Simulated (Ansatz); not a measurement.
## Lu in Ansatz: the effect of functional

Crystal: Lu.

```
Lu
1.0
     3.45576    0.00000    0.00000
    -1.72788    2.99277    0.00000
     0.00000    0.00000    5.47588
Lu
2
Direct
  0.66667 0.33333 0.75000
  0.33333 0.66667 0.25000
```

The cell isn't the ideal one: volume scaled by 0.96.

Alike in all runs:

```yaml
Program: Ansatz 0.2.0
Task: single point
Potentials_or_basis: Ansatz PAW
k_mesh: 9 × 9 × 5
Occupations: fermi-dirac, width 0.05 eV
Spin: no spin polarisation
```

```csv
functional,cutoff,pressure (GPa)
LDA,420 eV (not typed: the program's choice for these potentials),?
r2SCAN,500 eV (not typed: the program's choice for these potentials),1.4
PBE,420 eV (not typed: the program's choice for these potentials),1.4
```

Problem. What does the run with functional LDA give?

Solution. Pressure -4.0 GPa.

Caveats: the PAW data sets come from PBE, with cores solved anew for the run's functional, which leaves a small shift of forces and pressure (some runs).
